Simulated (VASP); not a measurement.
Here is a VASP 6.6.1 calculation.

The input INCAR:

```
PREC = Accurate
ENCUT = 600
EDIFF = 1E-7
ISMEAR = 1
SIGMA = 0.1
LREAL = F
LASPH = T
NELM = 80
ALGO = Normal
ISIF = 4
LWAVE = F
LCHARG = F
METAGGA = R2SCAN
LMIXTAU = T
IBRION = 2
NSW = 40
EDIFFG = -0.01
```

Contents of KPOINTS:

```
regular mesh
0
Gamma
  15 15 11
```

File POSCAR:

```
MoP                                     
1.0
    3.2793359163      0.0000000000      0.0000000000
   -1.6396679581      2.8399882111     -0.0000000000
    0.0000000000      0.0000000000      3.2235950182
  Mo              P             
     1     1
Direct
     0.0000000000000000    0.0000000000000000    0.0000000000000000
     0.3333333332999970    0.6666666667000030    0.5000000000000000
```

Potentials or basis: VASP PAW PBE potentials, release 64 (Mo_sv, P).

Run with:

```console
$ cat potpaw_PBE.64/Mo_sv/POTCAR potpaw_PBE.64/P/POTCAR > POTCAR
$ mpirun -np 1 vasp_std > vasp.out
```

Problem. Estimate the energy gained by relaxing.

Solution. 0.5 meV/atom.

Problem. Estimate the band gap on the k mesh.

Solution. None (metal or under the smearing width).

Step by step:
```
step  energy change (eV)  largest force (eV/Å)  pressure (GPa)
   1              0.0000                0.0000           -8.38
   2             -0.0009                0.0000           -8.05
   3             -0.0010                0.0000           -8.12
```

Caveat: the PAW data sets were made with another functional, which shifts forces and pressure a little.
